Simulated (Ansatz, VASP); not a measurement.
Sc in VASP and in Ansatz

```
Sc
1.0
     0.00000    2.21750    2.21750
     2.21750    0.00000    2.21750
     2.21750    2.21750    0.00000
Sc
1
Direct
  0.00000 0.00000 0.00000
```

Alike in both runs: task single point; functional PBEsol; k mesh 13 × 13 × 13; occupations fermi-dirac, width 0.1 eV; no spin polarisation.

```csv
,VASP,Ansatz
version,VASP 6.6.1,Ansatz 0.2.0
potentials or method,"VASP PAW PBE potentials, release 64 (Sc_sv)","plane waves (420 eV) with PAW, scalar-relativistic"
plane-wave cutoff (eV),520,420
valence electrons in the cell,11,11
```

```tsv
	VASP	Ansatz	Ansatz less VASP
pressure (GPa)	5.0	5.0	-0.02
```

Ansatz warned: «pseudo_functional_mismatch».

Caveats: the PAW data sets were made with another functional, which shifts forces and pressure a little (VASP).
